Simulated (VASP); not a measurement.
# KCl (Sylvite) (Fm-3m) in VASP: further runs, part 2 of 2

VASP 6.6.1.

### 4 Optical spectrum, PBE

The input, INCAR:

```
SYSTEM = KCl
PREC     = Accurate       ! precision mode
ENCUT    = 520            ! plane-wave cutoff, eV
EDIFF    = 1E-6           ! SCF threshold, eV
ISMEAR   = 0              ! smearing method
SIGMA    = 0.03           ! smearing width, eV
LREAL    = .FALSE.        ! projectors in reciprocal space
LASPH    = .TRUE.         ! aspherical terms in the spheres
NELM     = 80             ! most SCF steps
ALGO     = Normal         ! electronic algorithm
ISIF     = 2              ! what is computed and relaxed
LWAVE    = .FALSE.        ! write WAVECAR
LCHARG   = .FALSE.        ! write CHGCAR
GGA      = PE             ! functional
LOPTICS  = .TRUE.         ! frequency-dependent dielectric function
NBANDS   = 40             ! bands
NEDOS    = 2000           ! points of the DOS
CSHIFT   = 0.05
```

The input, KPOINTS:

```
Automatic mesh
0
G
  8 8 8
  0 0 0
```

The input, POSCAR:

```
KCl                                     
1.0
    0.0000000000      3.1269960207      3.1269960207
    3.1269960207      0.0000000000      3.1269960207
    3.1269960207      3.1269960207      0.0000000000
  K               Cl            
     1     1
Direct
     0.0000000000000000    0.0000000000000000    0.0000000000000000
     0.5000000000000000    0.5000000000000000    0.5000000000000000
```

Potentials or basis: VASP PAW PBE potentials, release 64 (K_sv, Cl).

Command:

```
$ cat potpaw_PBE.64/K_sv/POTCAR potpaw_PBE.64/Cl/POTCAR > POTCAR
$ mpirun -np 1 vasp_std > vasp.out
```

OUTCAR:

```text
SYSTEM = KCl
   PREC = Accurate
   ENCUT = 520
   EDIFF = 1E-6
   ISMEAR = 0
   LREAL = .FALSE.
   LASPH = .TRUE.
   NELM = 80
   ISIF = 2
   GGA = PE

 ion  position               nearest neighbor table
   1  0.000  0.000  0.000-   2 3.13   2 3.13   2 3.13   2 3.13   2 3.13   2 3.13
   2  0.500  0.500  0.500-   1 3.13   1 3.13   1 3.13   1 3.13   1 3.13   1 3.13

  LATTYP: Found a face centered cubic cell.
 ALAT       =     6.2539920414

  Lattice vectors:

 A1 = (   0.0000000000,   3.1269960207,   3.1269960207)
 A2 = (   3.1269960207,   0.0000000000,   3.1269960207)
 A3 = (   3.1269960207,   3.1269960207,   0.0000000000)

Analysis of symmetry for initial positions (statically):
=====================================================================
 Subroutine PRICEL returns:
 Original cell was already a primitive cell.

 Routine SETGRP: Setting up the symmetry group for a
 face centered cubic supercell.

 Subroutine GETGRP returns: Found 48 space group operations
 (whereof 48 operations were pure point group operations)
 out of a pool of 48 trial point group operations.

The static configuration has the point symmetry O_h .

Analysis of symmetry for dynamics (positions and initial velocities):
=====================================================================
 Subroutine PRICEL returns:
 Original cell was already a primitive cell.

 Routine SETGRP: Setting up the symmetry group for a
 face centered cubic supercell.

 Subroutine GETGRP returns: Found 48 space group operations
 (whereof 48 operations were pure point group operations)
 out of a pool of 48 trial point group operations.

The dynamic configuration has the point symmetry O_h .

 Subroutine INISYM returns: Found 48 space group operations
 (whereof 48 operations are pure point group operations),
 and found     1 'primitive' translations

----------------------------------------------------------------------------------------

                                     Primitive cell

  volume of cell :      61.1522

  direct lattice vectors                    reciprocal lattice vectors
     0.000000000  3.126996021  3.126996021    -0.159897869  0.159897869  0.159897869
     3.126996021  0.000000000  3.126996021     0.159897869 -0.159897869  0.159897869
     3.126996021  3.126996021  0.000000000     0.159897869  0.159897869 -0.159897869

  length of vectors
     4.422240182  4.422240182  4.422240182     0.276951233  0.276951233  0.276951233

  position of ions in fractional coordinates (direct lattice)
[... 128 lines left out ...]

 E-fermi :  -1.6129     XC(G=0):  -7.6155

 val. band max:       -1.7668118031   @ k =   0.0000   0.0000   0.0000
 cond. band min:       3.4851643670   @ k =   0.0000   0.0000   0.0000
 fundamental gap:      5.2519761701
 Fermi energy:        -1.6129263248

 k-point     1 :       0.0000    0.0000    0.0000
  band No.  band energies     occupation
      1     -28.9201      2.00000
      2     -13.9059      2.00000
      3     -12.3812      2.00000
      4     -12.3812      2.00000
      5     -12.3812      2.00000
      6      -1.7668      2.00000
[... 541 lines left out ...]
     19      13.8614      0.00000
     20      14.4326      0.00000

 [... further k-points ...]

 [bands above 20 left out]

------------------------ aborting loop because EDIFF is reached ----------------------------------------

  FORCE on cell =-STRESS in cart. coord.  units (eV):
  Direction    XX          YY          ZZ          XY          YZ          ZX
  --------------------------------------------------------------------------------------
  -------------------------------------------------------------------------------------
  Total        0.4478886      0.4478886      0.4478886      0.0000000      0.0000000      0.0000000
  in kB       11.7346098     11.7346098     11.7346098      0.0000000      0.0000000      0.0000000
  external PRESSURE =      11.7346098 kB  Pullay stress =       0.0000000 kB

 VOLUME and BASIS-vectors are now :
 -----------------------------------------------------------------------------
  energy-cutoff  :      520.00
  volume of cell :       61.15
      direct lattice vectors                 reciprocal lattice vectors
     0.000000000  3.126996021  3.126996021    -0.159897869  0.159897869  0.159897869
     3.126996021  0.000000000  3.126996021     0.159897869 -0.159897869  0.159897869
     3.126996021  3.126996021  0.000000000     0.159897869  0.159897869 -0.159897869

 POSITION                                       TOTAL-FORCE (eV/Angst)
 -----------------------------------------------------------------------------------
      0.00000      0.00000      0.00000         0.000000     -0.000000     -0.000000
      3.12700      3.12700      3.12700        -0.000000      0.000000      0.000000
 -----------------------------------------------------------------------------------
    total drift:                                0.000000      0.000000      0.000000

  FREE ENERGIE OF THE ION-ELECTRON SYSTEM (eV)
  ---------------------------------------------------
  free  energy   TOTEN  =        -6.7965772548 eV

  energy  without entropy=       -6.7965772548  energy(sigma->0) =       -6.79657725

 electrical conductivity sigma (Mega S m-1) (frequency dependency in vasprun.xml)
  --------------------------------------------------------------------------------------
       0.000       0.000       0.000
       0.000       0.000      -0.000
       0.000       0.000       0.000

  frequency dependent IMAGINARY DIELECTRIC FUNCTION (independent particle, no local field effects) density-density
     E(ev)      X         Y         Z        XY        YZ        ZX
  --------------------------------------------------------------------------------------------------------------
     0.00000     0.00000     0.00000     0.00000     0.00000     0.00000     0.00000
     0.79317     0.00135     0.00135     0.00135     0.00000     0.00000    -0.00000
     1.58634     0.00285     0.00285     0.00285     0.00000     0.00000    -0.00000
     2.37951     0.00476     0.00476     0.00476     0.00000     0.00000    -0.00000
     3.17268     0.00749     0.00749     0.00749     0.00000     0.00000    -0.00000
     3.96586     0.01220     0.01220     0.01220     0.00000     0.00000    -0.00000
[... 92 lines left out ...]
    77.73076     0.00007     0.00007     0.00007     0.00000    -0.00000     0.00000
    78.52393     0.00007     0.00007     0.00007     0.00000    -0.00000     0.00000

  frequency dependent      REAL DIELECTRIC FUNCTION (independent particle, no local field effects) density-density
     E(ev)        X           Y           Z          XY          YZ          ZX
  --------------------------------------------------------------------------------------------------------------
     0.00000     2.59250     2.59250     2.59250     0.00000    -0.00000     0.00000
     0.79317     2.60307     2.60307     2.60307     0.00000    -0.00000     0.00000
     1.58634     2.63603     2.63603     2.63603     0.00000    -0.00000     0.00000
     2.37951     2.69566     2.69566     2.69566     0.00000    -0.00000     0.00000
     3.17268     2.79121     2.79121     2.79121     0.00000    -0.00000     0.00000
     3.96586     2.94325     2.94325     2.94325     0.00000    -0.00000     0.00000
[... 92 lines left out ...]
    77.73076     0.94914     0.94914     0.94914    -0.00000     0.00000    -0.00000
    78.52393     0.95024     0.95024     0.95024    -0.00000     0.00000    -0.00000

  frequency dependent IMAGINARY DIELECTRIC FUNCTION (independent particle, no local field effects) current-current
     E(ev)      X         Y         Z        XY        YZ        ZX
  --------------------------------------------------------------------------------------------------------------
     0.00000     4.01568     4.01568     4.01568     0.00000     0.00000     0.00000
     0.79317     0.20346     0.20346     0.20346     0.00000     0.00000     0.00000
     1.58634     0.10599     0.10599     0.10599     0.00000     0.00000     0.00000
     2.37951     0.07602     0.07602     0.07602     0.00000     0.00000     0.00000
     3.17268     0.06395     0.06395     0.06395     0.00000     0.00000     0.00000
     3.96586     0.06120     0.06120     0.06120     0.00000     0.00000     0.00000
[... 92 lines left out ...]
    77.73076     0.00001     0.00001     0.00001     0.00000    -0.00000    -0.00000
    78.52393     0.00000     0.00000     0.00000     0.00000    -0.00000    -0.00000

  frequency dependent      REAL DIELECTRIC FUNCTION (independent particle, no local field effects) current-current
     E(ev)        X           Y           Z          XY          YZ          ZX
  --------------------------------------------------------------------------------------------------------------
     0.00000     2.59237     2.59237     2.59237     0.00000     0.00000     0.00000
     0.79317     2.60291     2.60291     2.60291     0.00000     0.00000     0.00000
     1.58634     2.63586     2.63586     2.63586     0.00000     0.00000     0.00000
     2.37951     2.69547     2.69547     2.69547     0.00000     0.00000     0.00000
     3.17268     2.79099     2.79099     2.79099     0.00000     0.00000     0.00000
     3.96586     2.94297     2.94297     2.94297     0.00000     0.00000     0.00000
[... 92 lines left out ...]
    77.73076     0.94914     0.94914     0.94914    -0.00000    -0.00000    -0.00000
    78.52393     0.95024     0.95024     0.95024    -0.00000    -0.00000    -0.00000
```

Wall time 41 s (1 thread of Intel Xeon Platinum 8488C (Sapphire Rapids), shared host); peak memory 0.24 GiB.

What came out:

| Property | Result |
| --- | --- |
| Free energy | -6.7966 eV |
| Pressure | 1.2 GPa |
| Band gap on the k mesh | 5.25 eV, direct |

Levels at points of the mesh, in eV from the valence-band top:
```
           k point  band 6  band 7  band 8  band 9  band 10  band 11
(0.00, 0.00, 0.00)    0.00    0.00    0.00    5.25     8.39     8.39
(0.50, 0.00, 0.00)   -1.09   -0.34   -0.34    7.65     8.68    10.59
(0.50, 0.50, 0.00)   -0.67   -0.23   -0.23    6.52     8.43    10.18
```

Dielectric function (mean over the directions given):
| energy (eV) | real part | imaginary part |
| --- | --- | --- |
| 0.32 | 2.59 | 0.00 |
| 0.95 | 2.61 | 0.00 |
| 1.67 | 2.64 | 0.00 |
| 2.30 | 2.69 | 0.00 |
| 3.01 | 2.77 | 0.01 |
| 3.65 | 2.87 | 0.01 |
| 4.36 | 3.06 | 0.02 |
| 5.00 | 3.35 | 0.04 |
| 5.71 | 3.80 | 1.05 |
| 6.35 | 3.94 | 0.68 |
| 7.06 | 4.62 | 1.43 |
| 7.77 | 3.89 | 2.66 |
| 8.41 | 1.19 | 3.42 |
| 9.12 | 1.64 | 1.24 |
| 9.76 | 3.40 | 1.89 |
| 10.47 | 0.22 | 3.54 |
| 11.10 | -1.38 | 3.02 |
| 11.82 | -0.35 | 1.04 |
| 12.45 | 0.71 | 0.62 |
| 13.17 | 0.98 | 0.62 |
| 13.88 | 0.63 | 0.98 |
| 14.52 | 0.97 | 0.39 |
| 15.23 | 1.82 | 0.22 |
| 15.86 | 1.62 | 1.98 |
| 16.58 | 0.50 | 1.24 |
| 17.21 | 0.92 | 0.64 |
| 17.93 | 0.95 | 0.81 |
| 18.56 | 1.18 | 1.13 |
| 19.27 | 0.91 | 0.84 |
| 19.99 | 1.31 | 1.17 |

Caveat: spectra need much finer meshes, so this one isn't converged; independent-particle spectra lack excitons.

### 5 Overview

| task | level | k mesh | monkhorst-Pack mesh | gap on the mesh (eV) | pressure (GPa) |
| --- | --- | --- | --- | --- | --- |
| band structure | r2SCAN | 8 × 8 × 8 | - | 5.90 | 0.3 |
| dielectric tensor | PBE | 12 × 12 × 12 | yes | - | - |
| optical spectrum | PBE | 8 × 8 × 8 | - | 5.25 | 1.2 |

Alike in all rows: potentials or basis VASP PAW PBE potentials, release 64 (K_sv, Cl); no spin polarisation; cell as given; cutoff (eV) 520; smearing gaussian 0.03 eV.

Caveats: the PAW data sets were made with another functional, which shifts forces and pressure a little (some runs); spectra need much finer meshes, so this one isn't converged (some runs); independent-particle spectra lack excitons (some runs).

Absolute energies hang on the potentials; compare differences alone.

### 6 Against experiment

Step 2. Measured gap of KCl: 8.68 eV (a printed reference work, monograph). This calculation gives 5.90 eV (-2.78 eV). The value is that of r2SCAN, without temperature or zero-point motion.

Step 3. Measured high-frequency dielectric constant of KCl: 2.19 (80 K; a printed reference work, textbook). This calculation gives 2.34 (+7.1 %).

Step 4. Measured gap of KCl: 8.68 eV (a printed reference work, monograph). This calculation gives 5.25 eV (-3.43 eV). The value is that of PBE on a finite k mesh, which can miss the band edges, without temperature or zero-point motion. Semilocal functionals fall short of measured gaps as a rule.
